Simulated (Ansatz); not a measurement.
Start from ZnTe in the zinc blende structure (space group F-43m, No. 216; a = 6.179 Å).

Method: PBE/PAW in Ansatz (a first-principles code), no SOC.

One change was made to it. Results:

The width of the top valence band increases by 2.87 eV to 5.30 eV; the band gap falls by 0.132 eV, from 1.08 eV to 0.94 eV; the lattice parameter a drops by 0.892 Å (6.179 Å → 5.287 Å).

Q: Which of these changes matches the shifts?
(A) pressure 9 GPa
(B) pressure 30 GPa
(C) pressure 4.2 GPa
(D) pressure 1.8 GPa
(E) pressure 60 GPa

A: E, pressure 60 GPa. For comparison, the band gap in the other runs: pressure 1.8 GPa gives 1.25 eV; pressure 9 GPa gives 1.80 eV; pressure 30 GPa gives 1.48 eV; pressure 4.2 GPa gives 1.46 eV.

Spin-orbit coupling, missing from the scalar runs, can matter with Te. Load acts through the strain it causes; cell and atoms are relaxed under it. No phonon test of stability was made. Measured, ZnTe leaves this structure (for cinnabar) near 9.5 GPa (temperature not stated; as listed in Datta, Sujoy, Jana, Debnarayan, arXiv (2020)), on rising pressure, with hysteresis.
